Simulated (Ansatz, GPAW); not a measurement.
Given: the input of a run of Ansatz 0.2.0 on Zr (Zirconium). 

input.yaml

```yaml
crystal:
  lattice:
    - [3.232, 0.0, 0.0]
    - [-1.616, 2.798994105, 0.0]
    - [0.0, 0.0, 5.147]
  atoms:
    - { symbol: Zr, position: [0.6666666667, 0.3333333333, 0.75] }
    - { symbol: Zr, position: [0.3333333333, 0.6666666667, 0.25] }
kpoints:
  mp_grid: { grid: [9, 9, 5] }
scf:
  occupations: { method: gaussian, width: 0.013 }
hamiltonian:
  xc: pbe
  pseudopotentials: { kind: all_electron, lapw: { basis_error: 0.001 } }
output:
  forces: true
  stress: true
  eigenvalues: true
```

Potentials or basis: all-electron LAPW, scalar-relativistic.

The run is started by

```console
$ ansatz run input.yaml --threads 1 --pin off --max-ram 3072MiB --backend cpu --events-out ev --progress --plain --runs-dir out
```

Q: Translate it to GPAW 26.7.0 (ASE script). Potentials or basis there: GPAW PAW data sets (gpaw-data 1.2.1), cutoff 600 eV.

A: As run (cutoffs and basis follow the program's own potentials, and thresholds, step limits or extra output files can differ):

Contents of run.py:

```python
from ase.dft.bandgap import bandgap
from ase.io import read, write
from ase.units import GPa
from gpaw import GPAW, PW

atoms = read('Zr.xyz')

calc = GPAW(mode=PW(600),
            xc='PBE',
            kpts={'size': (9, 9, 5), 'gamma': True},
            occupations={'name': 'methfessel-paxton', 'order': 0, 'width': 0.013000000000000001},
            nbands=24,
            convergence={'density': 1e-05, 'energy': 1e-05},
            maxiter=150,
            txt='gpaw.txt')
atoms.calc = calc
energy = atoms.get_potential_energy()
forces = atoms.get_forces()
stress = atoms.get_stress()
calc.write('gs.gpw')
write('result.traj', atoms)
print(f'Energy: {energy:.6f} eV')
print('Forces (eV/A):')
print(forces.round(4))
print('Stress (GPa):', (stress / GPa).round(3))
print('Fermi level:', round(calc.get_fermi_level(), 4), 'eV')
print(f'Gap: {bandgap(calc)[0]:.4f} eV, direct: {bandgap(calc, direct=True)[0]:.4f} eV')
```

Contents of Zr.xyz:

```xyz
2
Lattice="3.2320000000 0.0000000000 0.0000000000 -1.6160000000 2.7989941050 0.0000000000 0.0000000000 0.0000000000 5.1470000000" Properties=species:S:1:pos:R:3 pbc="T T T"
Zr     1.6160000002      0.9329980349      3.8602500000
Zr    -0.0000000002      1.8659960701      1.2867500000
```

Potentials or basis: GPAW PAW data sets (gpaw-data 1.2.1), pw.

The run is started by

```sh
$ OMP_NUM_THREADS=1 python run.py
```

Both were run:

|  | Ansatz | GPAW |
| --- | --- | --- |
| Pressure | 0.6 GPa | 0.2 GPa |

Where Ansatz's input types no cutoff or centring, it takes its own default and a Γ-centred mesh.

Pressure is positive in compression.
